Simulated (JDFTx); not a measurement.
# CuO (P-6m2) in JDFTx: notebook, part 2 of 2

JDFTx 1.7.0 (patched build).

**3. Single point, PBEsol+U, collinear spin, ferromagnetic start**

File CuO.in:

```
lattice \
    5.3598776583    -2.6799388197     0.0000000000 \
    0.0000000000     4.6417902158     0.0000000000 \
    0.0000000000     0.0000000000     5.2309750363
coords-type Lattice
ion Cu     0.0000000000     0.0000000000     0.0000000000 1
ion O      0.6666666667     0.3333333333     0.5000000000 1

ion-species pseudo/Cu.upf
ion-species pseudo/O.upf
elec-cutoff 46 368
elec-ex-corr gga-PBEsol
kpoint-folding 8 8 7
elec-smearing Gauss 0.00091873305
elec-n-bands 19
spintype z-spin
initial-magnetic-moments Cu 0.6
elec-initial-magnetization 0 yes
add-U Cu d 0.110248
electronic-SCF nIterations 100 energyDiffThreshold 1e-09
electronic-minimize nIterations 30 energyDiffThreshold 1e-7
converge-empty-states yes
forces-output-coords Cartesian

dump-name run.$VAR
dump End Ecomponents EigStats BandEigs Kpoints Forces Stress RhoAtom
```

Potentials or basis: PseudoDojo-SR-PBEsol-0.4.1-standard with smoothed tails.

The run is started by

```
$ jdftx -c 1 -i CuO.in -o CuO.out
```

The log of the run:

```text
*************** JDFTx 1.7.0 (patched build) ***************

Input parsed successfully to the following command list (including defaults):
[... the input with its defaults ...]

---------- Setting up symmetries ----------

Found 24 point-group symmetries of the bravais lattice
Found 12 space-group symmetries with basis
Applied RMS atom displacement 1.54726e-10 bohrs to make symmetries exact.

---------- Initializing the Grid ----------
R =
[      5.35988     -2.67994            0  ]
[            0      4.64179            0  ]
[            0            0      5.23098  ]
unit cell volume = 130.144
G =
[    1.17226   0.676806         -0  ]
[          0    1.35361          0  ]
[          0         -0    1.20115  ]
Minimum fftbox size, Smin = [  48  48  48  ]
Chosen fftbox size, S = [  48  48  48  ]

---------- Initializing tighter grid for wavefunction operations ----------
R =
[      5.35988     -2.67994            0  ]
[            0      4.64179            0  ]
[            0            0      5.23098  ]
unit cell volume = 130.144
G =
[    1.17226   0.676806         -0  ]
[          0    1.35361          0  ]
[          0         -0    1.20115  ]
Minimum fftbox size, Smin = [  36  36  32  ]
Chosen fftbox size, S = [  36  36  32  ]

---------- Exchange Correlation functional ----------
Initalized PBEsol GGA exchange.
Initalized PBEsol GGA correlation.

---------- Setting up pseudopotentials ----------
Width of ionic core gaussian charges (only for fluid interactions / plotting) set to 0

Reading pseudopotential file 'pseudo/Cu.upf':
  'Cu' pseudopotential, 'PBESOL' functional
  Generated using ONCVPSP code by D. R. Hamann
  19 valence electrons, 4 orbitals, 6 projectors, 1001 radial grid points, with lMax = 2
    3S    l: 0   occupation:  2.0   eigenvalue: -4.204292
    3P    l: 1   occupation:  6.0   eigenvalue: -2.645923
    3D    l: 2   occupation: 10.0   eigenvalue: -0.185942
    4S    l: 0   occupation:  1.0   eigenvalue: -0.169360
[... 43 lines left out ...]
LCAOMinimize: Iter:   9  F: -201.3239941067060101  |grad|_K:  2.368e-06  alpha:  9.304e-01  linmin:  4.909e-05  cgtest: -4.940e-04
LCAOMinimize: Converged (|Delta F|<1.000000e-06 for 2 iters).

-------- Electronic minimization -----------
Will mix electronic density at each iteration.
	FillingsUpdate:  mu: +0.456941364  nElectrons: 25.000000  magneticMoment: [ Abs: 0.01196  Tot: -0.00000 ]
	FillingsUpdate:  mu: +0.453527742  nElectrons: 25.000000  magneticMoment: [ Abs: 0.01196  Tot: -0.00000 ]
SCF: Cycle:  0   F: -201.345796950137753   dF: -2.180e-02   |Residual|: 5.987e-02   |deigs|: 8.230e-02
	FillingsUpdate:  mu: +0.456741358  nElectrons: 25.000000  magneticMoment: [ Abs: 0.00561  Tot: -0.00000 ]
SCF: Cycle:  1   F: -201.345756824085697   dF: +4.013e-05   |Residual|: 6.219e-02   |deigs|: 1.582e-02
	FillingsUpdate:  mu: +0.456091928  nElectrons: 25.000000  magneticMoment: [ Abs: 0.00406  Tot: -0.00000 ]
SCF: Cycle:  2   F: -201.349192587392622   dF: -3.436e-03   |Residual|: 1.643e-02   |deigs|: 5.774e-03
	FillingsUpdate:  mu: +0.456588965  nElectrons: 25.000000  magneticMoment: [ Abs: 0.00169  Tot: +0.00000 ]
SCF: Cycle:  3   F: -201.349188114071836   dF: +4.473e-06   |Residual|: 3.727e-03   |deigs|: 8.842e-04
	FillingsUpdate:  mu: +0.456274258  nElectrons: 25.000000  magneticMoment: [ Abs: 0.00103  Tot: -0.00000 ]
SCF: Cycle:  4   F: -201.349199215954400   dF: -1.110e-05   |Residual|: 7.916e-04   |deigs|: 6.012e-04
	FillingsUpdate:  mu: +0.456316924  nElectrons: 25.000000  magneticMoment: [ Abs: 0.00059  Tot: -0.00000 ]
SCF: Cycle:  5   F: -201.349199361204342   dF: -1.452e-07   |Residual|: 3.388e-04   |deigs|: 4.680e-05
	FillingsUpdate:  mu: +0.456362157  nElectrons: 25.000000  magneticMoment: [ Abs: 0.00031  Tot: -0.00000 ]
SCF: Cycle:  6   F: -201.349199408959834   dF: -4.776e-08   |Residual|: 8.285e-05   |deigs|: 4.975e-05
	FillingsUpdate:  mu: +0.456365255  nElectrons: 25.000000  magneticMoment: [ Abs: 0.00019  Tot: +0.00000 ]
SCF: Cycle:  7   F: -201.349199414516733   dF: -5.557e-09   |Residual|: 4.223e-05   |deigs|: 1.747e-05
	FillingsUpdate:  mu: +0.456369478  nElectrons: 25.000000  magneticMoment: [ Abs: 0.00008  Tot: +0.00000 ]
SCF: Cycle:  8   F: -201.349199416000715   dF: -1.484e-09   |Residual|: 1.328e-05   |deigs|: 1.451e-05
	FillingsUpdate:  mu: +0.456368855  nElectrons: 25.000000  magneticMoment: [ Abs: 0.00005  Tot: -0.00000 ]
SCF: Cycle:  9   F: -201.349199416329753   dF: -3.290e-10   |Residual|: 6.256e-06   |deigs|: 1.247e-05
	FillingsUpdate:  mu: +0.456368636  nElectrons: 25.000000  magneticMoment: [ Abs: 0.00002  Tot: -0.00000 ]
SCF: Cycle: 10   F: -201.349199416412119   dF: -8.237e-11   |Residual|: 3.421e-06   |deigs|: 1.061e-05
SCF: Converged (|Delta E|<1.000000e-09 for 2 iters).

Setting wave functions to eigenvectors of Hamiltonian
Converging empty states (this may take a while): |deigs|: 3.265e-04

# Stress tensor in Cartesian coordinates [Eh/a0^3]:
[  0.000177255  3.60865e-13            0  ]
[  3.60865e-13  0.000177255            0  ]
[            0            0  0.000528832  ]

# Ionic positions in lattice coordinates:
ion Cu   0.000000000016667  -0.000000000016667   0.000000000000000 1
ion O   0.666666666683333   0.333333333316667   0.500000000000000 1

# Forces in Cartesian coordinates:
force Cu   0.000000000000000  -0.000000000000000   0.000000000000000 1
force O   0.000000000000000   0.000000000000000   0.000000000000000 1

# Energy components:
   Eewald =     -127.9551954613944389
       EH =       64.9669590263036980
     Eloc =     -177.7110547430197300
      Enl =      -36.0934598821795944
      Exc =      -27.1758396889069047
 Exc_core =        4.5101416896086217
       KE =       98.0910011410518905
        U =        0.0185259992380617
-------------------------------------
     Etot =     -201.3489219192984194
       TS =        0.0002774971136908
-------------------------------------
        F =     -201.3491994164121195

IonicMinimize: Iter:   0  F: -201.349199416412119  |grad|_K:       -nan
IonicMinimize: None of the convergence criteria satisfied after 0 iterations.

#--- Lowdin population analysis ---
# oxidation-state Cu +0.950
# magnetic-moments Cu -0.000
# oxidation-state O -0.830
# magnetic-moments O +0.000

Dumping 'run.eigStats' ...
	eMin: -3.618776 at state 43 ( [ +0.000000 +0.000000 +0.428571 ] spin -1 )
	HOMO: +0.455887 at state 29 ( [ +0.125000 +0.375000 +0.142857 ] spin 1 )
	mu  : +0.456369
	LUMO: +0.456372 at state 10 ( [ +0.000000 +0.250000 +0.285714 ] spin 1 )
	eMax: +1.404258 at state 75 ( [ +0.250000 +0.250000 +0.428571 ] spin -1 )
	HOMO-LUMO gap: +0.000484
	Optical gap  : +0.021253 at state 7 ( [ +0.000000 +0.125000 +0.428571 ] spin 1 )
Done!
```

Wall time 88 s (1 thread of Intel Xeon 6975P-C (Granite Rapids), shared host); peak memory 0.16 GiB.

What came out:

* Free energy: -5478.9908 eV
* Pressure: -8.7 GPa
* Net moment: 0.00 μB per cell
* Absolute moment: 0.00 μB per cell
* Loewdin charges: Cu +0.95; O -0.83 e

Eigenvalues of the final occupation matrices:
| site | spin | trace | eigenvalues |
| --- | --- | --- | --- |
| atom 1 Cu | 1 | 4.82 | 0.92 0.92 0.99 0.99 1.00 |
| atom 1 Cu | 2 | 4.82 | 0.92 0.92 0.99 0.99 1.00 |

Caveat: the atomic charges don't sum to the cell's charge; the total moment is fixed, so each spin has its own Fermi level.
